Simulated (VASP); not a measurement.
# Ti (Fm-3m) in VASP: single point with HSE06

Aim: the single point of Ti with HSE06.

Everything below comes from runs of VASP 6.6.1. Logs are shortened: lines on timing, memory, paths and dates and some standing lists are left out, and cuts for length are marked.

**1. Starting point**

It takes space group Fm-3m (No. 225, cubic). Conventional cell: a = 4.052 Å, b = 4.052 Å, c = 4.052 Å, α = 90.00°, β = 90.00°, γ = 90.00°. Ti (site symmetry m-3m) has 12 Ti at 2.87 Å as nearest neighbours.

This isn't the form of Ti at room conditions, which is hcp.

**2. Single point, HSE06**

File POSCAR:

```
Ti
1.0
    0.0000000000      2.0262200000      2.0262200000
    2.0262200000      0.0000000000      2.0262200000
    2.0262200000      2.0262200000      0.0000000000
Ti
1
Direct
    0.0000000000      0.0000000000      0.0000000000
```

File INCAR.step1:

```
SYSTEM = Ti
PREC = Accurate
ENCUT = 520
EDIFF = 1E-5
ISMEAR = 0
SIGMA = 0.1
LREAL = .FALSE.
LASPH = .TRUE.
NELM = 60
ALGO = Normal
ISIF = 2
LWAVE = .TRUE.
LCHARG = .FALSE.
NBANDS = 12
GGA = PE
```

File INCAR.step2:

```
SYSTEM = Ti
PREC = Accurate
ENCUT = 520
EDIFF = 1E-7
ISMEAR = 0
SIGMA = 0.1
LREAL = .FALSE.
LASPH = .TRUE.
NELM = 60
ALGO = Normal
ISIF = 2
LWAVE = .FALSE.
LCHARG = .FALSE.
GGA = PE
LHFCALC = .TRUE.
HFSCREEN = 0.2
PRECFOCK = Fast
NBANDS = 12
ISTART = 1
```

File KPOINTS:

```
Automatic mesh
0
G
  8 8 8
  0 0 0
```

Potentials or basis: VASP PAW PBE potentials, release 64 (Ti_sv).

On the command line:

```sh
> cat potpaw_PBE.64/Ti_sv/POTCAR > POTCAR
> cp INCAR.step1 INCAR
> mpirun -np 1 vasp_std > vasp.out
> cp INCAR.step2 INCAR
> mpirun -np 1 vasp_std > vasp.out
```

OUTCAR:

```text
SYSTEM = Ti
   PREC = Accurate
   ENCUT = 520
   EDIFF = 1E-7
   ISMEAR = 0
   LREAL = .FALSE.
   LASPH = .TRUE.
   NELM = 60
   ISIF = 2
   GGA = PE
   LHFCALC = .TRUE.
   HFSCREEN = 0.2
   PRECFOCK = Fast
   ISTART = 1

 ion  position               nearest neighbor table
   1  0.000  0.000  0.000-

  LATTYP: Found a face centered cubic cell.
 ALAT       =     4.0524400000

  Lattice vectors:

 A1 = (   0.0000000000,   2.0262200000,   2.0262200000)
 A2 = (   2.0262200000,   0.0000000000,   2.0262200000)
 A3 = (   2.0262200000,   2.0262200000,   0.0000000000)

Analysis of symmetry for initial positions (statically):
=====================================================================
 Subroutine PRICEL returns:
 Original cell was already a primitive cell.

 Routine SETGRP: Setting up the symmetry group for a
 face centered cubic supercell.

 Subroutine GETGRP returns: Found 48 space group operations
 (whereof 48 operations were pure point group operations)
 out of a pool of 48 trial point group operations.

The static configuration has the point symmetry O_h .

Analysis of symmetry for dynamics (positions and initial velocities):
=====================================================================
 Subroutine PRICEL returns:
 Original cell was already a primitive cell.

 Routine SETGRP: Setting up the symmetry group for a
 face centered cubic supercell.

 Subroutine GETGRP returns: Found 48 space group operations
 (whereof 48 operations were pure point group operations)
 out of a pool of 48 trial point group operations.

The dynamic configuration has the point symmetry O_h .

 Subroutine INISYM returns: Found 48 space group operations
 (whereof 48 operations are pure point group operations),
 and found     1 'primitive' translations

----------------------------------------------------------------------------------------

                                     Primitive cell

  volume of cell :      16.6376

  direct lattice vectors                    reciprocal lattice vectors
     0.000000000  2.026220000  2.026220000    -0.246764912  0.246764912  0.246764912
     2.026220000  0.000000000  2.026220000     0.246764912 -0.246764912  0.246764912
     2.026220000  2.026220000  0.000000000     0.246764912  0.246764912 -0.246764912

  length of vectors
     2.865507804  2.865507804  2.865507804     0.427409365  0.427409365  0.427409365

  position of ions in fractional coordinates (direct lattice)
     0.000000000  0.000000000  0.000000000

  ion indices of the primitive-cell ions
   primitive index   ion index
                 1           1

----------------------------------------------------------------------------------------

 KPOINTS: Automatic mesh

Automatic generation of k-mesh.
 Grid dimensions read from file:
 generate k-points for:    8    8    8

 Generating k-lattice:

  Cartesian coordinates                     Fractional coordinates (reciprocal lattice)
    -0.030845614  0.030845614  0.030845614     0.125000000  0.000000000  0.000000000
     0.030845614 -0.030845614  0.030845614     0.000000000  0.125000000  0.000000000
     0.030845614  0.030845614 -0.030845614     0.000000000  0.000000000  0.125000000

  Length of vectors
     0.053426171  0.053426171  0.053426171

  Shift w.r.t. Gamma in fractional coordinates (k-lattice)
     0.000000000  0.000000000  0.000000000

 Subroutine IBZKPT returns following result:
 ===========================================

 Found     29 irreducible k-points:

 Following reciprocal coordinates:
            Coordinates               Weight
  0.000000  0.000000  0.000000      1.000000
  0.125000  0.000000  0.000000      8.000000
  0.250000  0.000000  0.000000      8.000000
  0.375000  0.000000  0.000000      8.000000
  0.500000  0.000000  0.000000      4.000000
  0.125000  0.125000  0.000000      6.000000
[... 16 lines left out ...]
  0.500000  0.250000  0.125000     48.000000
 -0.375000  0.250000  0.125000     24.000000
 [... further k-points ...]
   k-points           NKPTS =     29   k-points in BZ     NKDIM =    512   number of bands    NBANDS=     12
   number of dos      NEDOS =    301   number of ions     NIONS =      1
   total plane-waves  NPLWV =  13824
   dimension x,y,z NGX =    24 NGY =   24 NGZ =   24
   dimension x,y,z NGXF=    48 NGYF=   48 NGZF=   48
   ions per type =               1
   NGX,Y,Z   is equivalent  to a cutoff of  13.92, 13.92, 13.92 a.u.
   NGXF,Y,Z  is equivalent  to a cutoff of  27.85, 27.85, 27.85 a.u.
 SYSTEM =  Ti
   PREC   = accura    normal or accurate (medium, high low for compatibility)
   ISTART =      1    job   : 0-new  1-cont  2-samecut
   ICHARG =      0    charge: 1-file 2-atom 10-const
   ISPIN  =      1    spin polarized calculation?
   LNONCOLLINEAR =      F non collinear calculations
   LSORBIT =      F    spin-orbit coupling
   LASPH  =      T    aspherical Exc in radial PAW
   ENCUT  =  520.0 eV  38.22 Ry    6.18 a.u.   5.33  5.33  5.33*2*pi/ulx,y,z
   NELM   =     60;   NELMIN=  2; NELMDL=  0     # of ELM steps
   EDIFF  = 0.1E-06   stopping-criterion for ELM
   LREAL  =      F    real-space projection
   EDIFFG = 0.1E-05   stopping-criterion for IOM
   NSW    =      0    number of steps for IOM
   IBRION =     -1    ionic relax: 0-MD 1-quasi-New 2-CG
   NFREE  =      0    steps in history (QN), initial steepest desc. (CG)
   ISIF   =      2    stress and relaxation
   ISYM   =      3    0-nonsym 1-usesym 2-fastsym
   POTIM  = 0.5000    time-step for ionic-motion
   TEBEG  =    0.0;   TEEND  =   0.0 temperature during run
   PSTRESS=    0.0 pullay stress
   NELECT =      12.0000    total number of electrons
   NUPDOWN=      -1.0000    fix difference up-down
   EMIN   =  10.00;   EMAX   =-10.00  energy-range for DOS
   EFERMI =   0.00;   METHOD = LEGACY
   ISMEAR =     0;   SIGMA  =   0.10  broadening in eV -4-tet -1-fermi 0-gaus
   EFERMI_NEDOS =   21; number of points for ismear=-14 and -15
   IALGO  =     38    algorithm
   IMIX   =      1    mixing-type and parameters
     AMIX     =   0.40;   BMIX     =  1.00
     AMIX_MAG =   1.60;   BMIX_MAG =  1.00
  volume/ion in A,a.u.               =      16.64       112.28
  Fermi-wavevector in a.u.,A,eV,Ry     =   1.468155  2.774411 29.327084  2.155480
  Thomas-Fermi vector in A             =   2.583687
   LORBIT       =      0    0 simple, 1 ext, 2 COOP (PROOUT), +10 PAW based schemes
   GGA     = PE    functional components
   LHFCALC =     T    Hartree Fock is set to
   PRECFOCK=fast      Normal, Fast or Accurate (Low or Medium for compatibility)
   ENCUT4O =  -1.0   cutoff for four orbital integrals eV
   NKREDX  =     1    reduce k-point grid by
   NKREDY  =     1    reduce k-point grid by
   NKREDZ  =     1    reduce k-point grid by
   AEXX    =    0.2500 exact exchange contribution
   HFSCREEN=    0.2000 screening length (either q_TF or 0.3 A-1)
   HFSCREENC=   0.2000 screening length for correlation (either q_TF or 0.3 A-1)
   ENCUTFOCK=  -1.0 apply spherical cutoff to Coloumb kernel
   IVDW    =     0    specifies the selected vdW correction
   LEPSILON=     F    determine dielectric tensor
   LRPA    =     F    only Hartree local field effects (RPA)
 non-spin polarized calculation
 Gauss-broadening in eV      SIGMA  =   0.10
  energy-cutoff  :      520.00
  volume of cell :       16.64
 maximum number of plane-waves:       464
 NGX is ok and might be reduce to    24
  NGX = 14; NGY = 14; NGZ = 14

 number of electron      12.0000001 magnetization

 Free energy of the ion-electron system (eV)
  ---------------------------------------------------
  ext. energy  EPLUGINS =         0.00000000
  ---------------------------------------------------
  free energy    TOTEN  =        -9.40491891 eV

  energy without entropy =       -9.40224084  energy(sigma->0) =       -9.40357988

 E-fermi :   8.7955     XC(G=0):  -9.6130

 val. band max:        8.7502300961   @ k =   0.2500   0.0000   0.0000
 cond. band min:       8.8997164347   @ k =  -0.3750   0.2500   0.0000
 fundamental gap:      0.1494863386
 Fermi energy:         8.7955480656

 k-point     1 :       0.0000    0.0000    0.0000
  band No.  band energies     occupation
      1     -52.8903      2.00000
      2     -27.0138      2.00000
      3     -27.0138      2.00000
      4     -27.0138      2.00000
      5       1.2036      2.00000
      6      10.0816      0.00000
      7      10.0816      0.00000
      8      10.0816      0.00000
      9      12.3522      0.00000
     10      12.3522      0.00000
     11      24.9497      0.00000
     12      29.9258      0.00000

 k-point     2 :       0.1250    0.0000    0.0000
  band No.  band energies     occupation
      1     -52.8679      2.00000
      2     -27.1399      2.00000
      3     -27.0278      2.00000
      4     -27.0278      2.00000
      5       1.7888      2.00000
      6       9.6174      0.00000
      7      10.2711      0.00000
      8      10.2711      0.00000
      9      12.2232      0.00000
     10      12.2232      0.00000
     11      25.3927      0.00000
     12      27.1432      0.00000

 k-point     3 :       0.2500    0.0000    0.0000
  band No.  band energies     occupation
      1     -52.8133      2.00000
      2     -27.4378      2.00000
      3     -27.0613      2.00000
      4     -27.0613      2.00000
      5       3.3150      2.00000
      6       8.7502      1.47841
      7      10.4706      0.00000
      8      10.4706      0.00000
      9      12.2895      0.00000
     10      12.2895      0.00000
     11      23.0796      0.00000
     12      25.9315      0.00000
[... 286 lines left out ...]
 k-point    23 :       0.5000    0.2500    0.1250
  band No.  band energies     occupation
      1     -52.7286      2.00000
      2     -27.6577      2.00000
      3     -27.2954      2.00000
      4     -27.1493      2.00000
      5       5.9971      2.00000
      6       7.8041      2.00000
      7       9.1305      0.00000
      8      11.2666      0.00000
      9      12.6135      0.00000
     10      14.4015      0.00000
     11      20.2058      0.00000
     12      23.5553      0.00000

 k-point    24 :      -0.3750    0.2500    0.1250
  band No.  band energies     occupation
      1     -52.7102      2.00000
      2     -27.7215      2.00000
      3     -27.3243      2.00000
      4     -27.1723      2.00000
      5       6.6342      2.00000
      6       7.6471      2.00000
      7       9.1305      0.00000
      8      11.0799      0.00000
      9      13.1396      0.00000
     10      15.4020      0.00000
     11      17.9928      0.00000
     12      23.7559      0.00000

 [... further k-points ...]

------------------------ aborting loop because EDIFF is reached ----------------------------------------

  FORCE on cell =-STRESS in cart. coord.  units (eV):
  Direction    XX          YY          ZZ          XY          YZ          ZX
  --------------------------------------------------------------------------------------
  -------------------------------------------------------------------------------------
  Total        0.4647834      0.4647834      0.4647834     -0.0000000     -0.0000000      0.0000000
  in kB       44.7580796     44.7580796     44.7580796     -0.0000000     -0.0000000      0.0000000
  external PRESSURE =      44.7580796 kB  Pullay stress =       0.0000000 kB

 VOLUME and BASIS-vectors are now :
 -----------------------------------------------------------------------------
  energy-cutoff  :      520.00
  volume of cell :       16.64
      direct lattice vectors                 reciprocal lattice vectors
     0.000000000  2.026220000  2.026220000    -0.246764912  0.246764912  0.246764912
     2.026220000  0.000000000  2.026220000     0.246764912 -0.246764912  0.246764912
     2.026220000  2.026220000  0.000000000     0.246764912  0.246764912 -0.246764912

 POSITION                                       TOTAL-FORCE (eV/Angst)
 -----------------------------------------------------------------------------------
      0.00000      0.00000      0.00000         0.000000      0.000000      0.000000
 -----------------------------------------------------------------------------------
    total drift:                                0.000000      0.000000      0.000000

  FREE ENERGIE OF THE ION-ELECTRON SYSTEM (eV)
  ---------------------------------------------------
  free  energy   TOTEN  =        -9.4049189140 eV

  energy  without entropy=       -9.4022408427  energy(sigma->0) =       -9.40357988
```

Wall time 18 min (1 thread of Intel Xeon Platinum 8559C (Emerald Rapids), shared host); peak memory 0.25 GiB.

Results:

```yaml
Free_energy: -9.4049 eV
Pressure: 4.5 GPa
Band_gap_on_the_k_mesh: none (metal or under the smearing width)
```

Levels at points of the mesh, in eV from the Fermi level:
```
           k point  band 3  band 4  band 5  band 6  band 7  band 8  band 9  band 10
(0.00, 0.00, 0.00)  -35.81  -35.81   -7.59    1.29    1.29    1.29    3.56     3.56
(0.50, 0.00, 0.00)  -35.90  -35.90   -3.43    0.18    1.33    1.33    4.55     4.55
(0.50, 0.50, 0.00)  -36.08  -36.08   -3.26   -2.43    3.09    4.75    4.81     4.81
```

Caveat: the PAW data sets were made with another functional, which shifts forces and pressure a little.
